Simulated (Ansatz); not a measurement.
**Kick test of a cell of C**

The cell was found from a structure generator's guess, not taken from experiment.

All numbers below come from DFT PBE, scalar-relativistic, plane waves, PAW in Ansatz 0.2.0. Plane waves to 420 eV, a k mesh through Γ of 18×18×18 on the computed 6-atom cell and Gaussian smearing (0.10 eV); no spin polarisation.

The cell below (6 atoms, space group R-3m (No. 166)) is relaxed within its symmetry.

```
C
1.0
     3.52770    2.03672    0.84673
    -3.52770    2.03672    0.84673
     0.00000   -4.07344    0.84673
C
6
Direct
  0.83801 0.21245 0.83801
  0.16199 0.16199 0.78755
  0.21245 0.83801 0.83801
  0.78755 0.16199 0.16199
  0.83801 0.83801 0.21245
  0.16199 0.78755 0.16199
```

For the test a repeat of it with 12 atoms (edges 4.16, 4.16, 5.08 Å) was strained at random (σ = 1.5 % a component), the atoms were moved at random (σ = 0.10 Å), and all was relaxed again on a coarse 6×6×6 mesh (in the run’s order of axes) with 0.20 eV smearing, with no symmetry imposed.

**Question.** Is the structure stable against such a distortion?

**Answer.** It returns, within 1 meV/atom of the unmoved cell on that mesh and with the same symmetry when read at 0.1 Å. No instability shows in this cell; modes of other wave vectors, which need another repeat, aren't tested. Another cell of C relaxed alike, in I4_1/amd, lies 97 meV/atom lower, so this cell isn't the stable form at this level.
